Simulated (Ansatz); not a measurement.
## FeS2: strain energy, fitted

FeS2, Pnnm, a = 4.367 Å, b = 5.333 Å, c = 3.344 Å. This isn't the usual stable structure of the compound. Ansatz: PBEsol, PAW, 420 eV, Γ-centred 6×6×8 mesh on 6 atoms, Gaussian smearing 0.02 eV; no spin polarisation. Series: strain along c alone, the other axes held, atoms relaxed; x is the strain in per cent. y is the free energy over the unstrained cell, V0 = 12.983 Å³/atom.

```tsv
x (%)	y (meV/atom)
-3.0	?
-2.0	5.71
-1.0	1.41
0.0	0.00
1.0	1.37
2.0	5.36
3.0	11.86
```

Task: Fit y = c2 x² + c3 x³ to the other rows, turn c2 into a modulus, and predict the missing energy.

Result: Least squares on the rows shown. y = 1.384 x² − 0.02201 x³. In eV per unit strain² c2 is 13.84; this is C33 with relaxed ions (E = ½ C33 V0 ε²): 2 × 13.84 × 160.2 / (12.983) = 342 GPa. At x = -3.0 the fit asked for gives 13.05 meV/atom. The run gave 13.06 meV/atom, so the fit is 0.01 meV/atom too low, a small miss on the scale of the series.

Cost: 7 runs of about 4.7 core-minutes in all, on Arm Neoverse V1 (shared hosts).